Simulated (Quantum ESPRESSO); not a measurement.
CdF2: zone-centre phonons under several settings

```
Cd F
1.0
     0.00000    2.69400    2.69400
     2.69400    0.00000    2.69400
     2.69400    2.69400    0.00000
Cd F
1 2
Cartesian
  0.0000 0.0000 0.0000
  4.0410 4.0410 4.0410
  1.3470 1.3470 1.3470
```

All runs used Quantum ESPRESSO 7.5; potentials JTH 2.0 LDA; relaxed cell; no spin polarisation; cutoff 490 eV; occupations smeared at first, fixed for the response.

```csv
level,k mesh (s: shifted),highest optical mode without the field (cm⁻¹)
LDA,4 × 4 × 4s,?
LDA,6 × 6 × 6s,330
```

Task: What stands in the row left open?

Result: Highest optical mode without the field 331 cm⁻¹.

For the row left open. Caveat: the k mesh is coarse.
